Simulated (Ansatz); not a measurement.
# AlRu: energy along a strain

AlRu, Pm-3m, a = 2.992 Å (as given, not relaxed at this level: 2.6 GPa). The structure is a COD entry; whether it is the stable form wasn't checked. Ansatz: PBE, PAW, 420 eV, Γ-centred 16×16×16 mesh on 2 atoms, Gaussian smearing 0.15 eV; no spin polarisation. Cell vectors (Å): 2.992 0.000 0.000; 0.000 2.992 0.000; 0.000 0.000 2.992. The cell is strained by x per cent times the pattern (0 0 1 0 0 0) in the order xx yy zz yz xz xy (engineering shears), with fractional coordinates held. y is the free energy over the start, V0 = 13.387 Å³/atom.

| x (%) | y (meV/atom) |
| --- | --- |
| -4.00 | 33.13 |
| -3.00 | 19.93 |
| -2.00 | 10.18 |
| -1.00 | 3.61 |
| 0.00 | 0.00 |
| 1.00 | -0.85 |
| 2.00 | 0.87 |
| 3.00 | 4.98 |
| 3.50 | 7.88 |
| 4.00 | ? |

Question: Fit y = c1 x + c2 x² + c3 x³ to the other rows, get the stiffness along the pattern, and predict the missing energy.

Answer: Least squares on the rows shown. y = −2.1872 x + 1.3861 x² − 0.034145 x³. The clamped-ion stiffness p·C·p = 2 × 13.86 eV × 160.2 / 13.387 Å³ = 332 GPa, which is C33 in these axes (C11 of the cubic crystal) (second derivative at the start, which stands under stress). At x = 4.00 the fit asked for gives 11.24 meV/atom. The run gave 11.32 meV/atom, so the fit is 0.08 meV/atom too low, a small miss on the scale of the series.

The energy is lowest near 1.00 % extension rather than at the start, as expected for a cell held under compression. That minimum isn't the equilibrium cubic lattice parameter: the lateral axes stay fixed, so the strained axis alone takes up the relief. Compression costs more than equal extension throughout the series, mostly because the start is under stress, which gives the fit its linear term; the anharmonic cubic term adds a smaller part. The large stiffness fits the strong hybridisation between Ru d and Al sp states known for this type of aluminide, though the energies alone don't resolve the bonding.

Holding the fractional coordinates costs nothing here. Both atoms sit on inversion centres that survive the tetragonal distortion, so the clamped-ion value of 332 GPa is also the relaxed-ion one. The slight underestimate at 4.00 % probably reflects a small positive fourth-order term that the cubic form leaves out. A single uniaxial pattern doesn't separate C12 or give C44, so neither elastic anisotropy nor mechanical stability follows.
